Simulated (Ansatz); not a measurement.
## Finding the fault: H-capped C nanocrystal (octahedron) (26 atoms)

Program: Ansatz 0.2.0. The cell: 10 C and 16 H.

Input file input.yaml:

```yaml
crystal:
  lattice:
    - [13.82562, 0.0, 0.0]
    - [0.0, 13.82562, 0.0]
    - [0.0, 0.0, 13.82562]
  atoms:
    - { symbol: C, position: [0.44026, 0.44727, 0.42356] }
    - { symbol: C, position: [0.37004, 0.50364, 0.49192] }
    - { symbol: C, position: [0.43458, 0.55722, 0.57103] }
    - { symbol: C, position: [0.49714, 0.373, 0.47767] }
    - { symbol: C, position: [0.55561, 0.42622, 0.55914] }
    - { symbol: C, position: [0.5059, 0.52101, 0.37248] }
    - { symbol: C, position: [0.57653, 0.57033, 0.4487] }
    - { symbol: C, position: [0.48399, 0.48182, 0.62986] }
[... 12 atom lines left out ...]
    - { symbol: H, position: [0.43842, 0.42464, 0.65817] }
    - { symbol: H, position: [0.5265, 0.50703, 0.6897] }
    - { symbol: H, position: [0.46019, 0.68045, 0.47462] }
    - { symbol: H, position: [0.54569, 0.66067, 0.58116] }
    - { symbol: H, position: [0.68082, 0.52474, 0.56186] }
    - { symbol: H, position: [0.67446, 0.44566, 0.47114] }
kpoints:
  mp_grid: { grid: [1, 1, 1] }
hamiltonian:
  xc: pbe
  dispersion: d3bj
scf:
  occupations: { method: gaussian, width: 0.05 }
  eigensolver: { kind: { support_functions: { accuracy: low } } }
  max_iter: 50
  mixing: { beta: 1.0, preconditioner: none, ndim: 1 }
output:
  forces: true
```

Command:

```bash
$ ansatz run input.yaml --threads 4 --pin off --max-ram 8192MiB --backend cpu --events-out ev --progress --plain --runs-dir out
```

Numbers of over 12 decimals in the logs are rounded to 6 here.

Log:

```text
Warning: scf.eigensolver.kind.support_functions: disabling space-group detection — the functions' gradient is summed over unrotated k-points, so no spatial operation reduces the k-mesh or symmetrises the density; time reversal is kept, so that k and −k are solved as one point where they differ and the mesh holds both, and exact exchange and, on two spinor components, a DFT+U term hold to it where the run has them: [...]
settings of this run that can trade accuracy for cost: scf.eigensolver.kind.support_functions; scf.eigensolver.kind.support_functions.accuracy: low [...]
Engine: ansatz 0.2.0, aarch64-unknown-linux-gnu
Pseudopotentials: kind: paw
Pseudopotential: C, paw, valence charge 4, recommended cutoff 420 eV (normal), C.paw.azcp
Pseudopotential: H, paw, valence charge 1, recommended cutoff 420 eV (normal), H.paw.azcp
Functional definition: PBE
  parameter kappa = 0.804
  parameter beta = 0.066725
  exchange = pbe_x(kappa = kappa, mu = beta*pi^2/3)
  correlation = pbe_c(beta = beta)
Crystal: 26 atoms, lattice volume = 2642.736 Å³
Basis set: ecut = 420 eV, 51627 PW (Γ), exchange–correlation on 192×192×192 points (8 copies of the dense FFT grid, shifted against one another)
Bands: 40, of which v1, the nominal top of the filled ones, is band 28 counted from 1 (27 counted from 0)
Symmetry: 1 space group operations
k-points: 1
Non-local potential: C, projectors of the file, l = 0: 2, l = 1: 2, l = 2: 1
Non-local potential: H, projectors of the file, l = 0: 2, l = 1: 1
PAW form: soft (Blöchl's): semilocal exchange-correlation on the pseudo side does not see the compensation charge
PAW one-centre angular grid: C, 110 points (default); XC on 64 Gauss nodes
PAW one-centre angular grid: H, 110 points (default); XC on 64 Gauss nodes
Initial density: superposition of atomic densities (neutral atoms: chi_scale 0, normalization atom)
Initial wavefunctions: pseudopotential atomic-orbital guess
Functional: x = pbe(κ = 0.804, μ = 0.219515), c = pbe(β = 0.066725)
SCF iter   1: F=—  HF=-2776.795147 eV  |F-HF|=—  |Δ(HF+E_count)|=         —  Δρ=3.63e-2  dr2=4.33e1  ethr=1.00e-1
SCF iter   2: F=—  HF=-2791.679599 eV  |F-HF|=—  |Δ(HF+E_count)|=    1.49e1  Δρ=4.75e-2  dr2=1.28e2  ethr=7.73e-2
SCF iter   3: F=—  HF=-2893.672851 eV  |F-HF|=—  |Δ(HF+E_count)|=    1.02e2  Δρ=8.15e-2  dr2=4.23e2  ethr=7.73e-2
SCF iter   4: F=—  HF=-3426.475128 eV  |F-HF|=—  |Δ(HF+E_count)|=    5.33e2  Δρ=1.49e-1  dr2=3.10e3  ethr=7.73e-2
SCF iter   5: F=—  HF=-4581.362486 eV  |F-HF|=—  |Δ(HF+E_count)|=    1.15e3  Δρ=1.20e-1  dr2=2.48e3  ethr=7.73e-2
SCF iter   6: F=—  HF=-2840.618214 eV  |F-HF|=—  |Δ(HF+E_count)|=    1.74e3  Δρ=8.50e-2  dr2=1.10e3  ethr=7.73e-2
SCF iter   7: F=—  HF=-3924.155205 eV  |F-HF|=—  |Δ(HF+E_count)|=    1.08e3  Δρ=1.10e-1  dr2=1.73e3  ethr=7.73e-2
SCF iter   8: F=—  HF=-3611.086799 eV  |F-HF|=—  |Δ(HF+E_count)|=    3.13e2  Δρ=1.47e-1  dr2=3.52e3  ethr=7.73e-2
SCF iter   9: F=—  HF=-6140.967387 eV  |F-HF|=—  |Δ(HF+E_count)|=         —  Δρ=2.40e-1  dr2=5.64e3  ethr=7.73e-2
SCF iter  10: F=—  HF=-5726.820058 eV  |F-HF|=—  |Δ(HF+E_count)|=    4.14e2  Δρ=2.42e-1  dr2=7.99e3  ethr=7.73e-2
[...]
WARN: SCF iteration 11: the Harris–Foulkes energy stands at -5.7269e3 eV, against -2776.7951 eV at iteration 1 (that of least residual so far), and has stood under the runaway watch's bar for 3 iterations running; the SCF is not ended for it (`scf.max_iter` in the input reference has the rule and what to try)
[...]
SCF iter  47: F=—  HF=-5031.902174 eV  |F-HF|=—  |Δ(HF+E_count)|=    4.31e2  Δρ=1.66e-1  dr2=4.28e3  ethr=7.73e-2
SCF iter  48: F=—  HF=-4622.656181 eV  |F-HF|=—  |Δ(HF+E_count)|=    4.09e2  Δρ=1.67e-1  dr2=4.29e3  ethr=7.73e-2
SCF iter  49: F=—  HF=-5027.814834 eV  |F-HF|=—  |Δ(HF+E_count)|=    4.05e2  Δρ=1.67e-1  dr2=4.26e3  ethr=7.73e-2
SCF iter  50: F=—  HF=-4557.226403 eV  |F-HF|=—  |Δ(HF+E_count)|=    4.71e2  Δρ=1.68e-1  dr2=4.30e3  ethr=7.73e-2
Error: did not converge after 50 iterations: dr2 = 4.30e3 (threshold 5.20e-6), under the density mixer `anderson`, which `scf.mixing.algorithm: auto` chose by the deck's other keys (type `scf.mixing.algorithm: anderson` to keep it); raise `scf.max_iter`, [...]
```

Wall time 92 s (4 threads of Arm Neoverse V1, shared host); peak memory 2.5 GiB.

**Question.** What is wrong with this input, and how is it mended?

Mixing far too strong: scf.mixing.beta = 1.0, scf.mixing.ndim = 1 and scf.mixing.preconditioner = "none".

The fix is to take out the scf.mixing keys.

The run ended unconverged.

[Logs are printed without paths, hosts, clocks, repeated set-up lines and the standing remarks that a program may print on its own settings, such as how far it seeks lower states.]

[Hosts, paths, dates, database ids (printed as entryN), source tags and the programs' standing remarks are cut or masked in the printed files.]
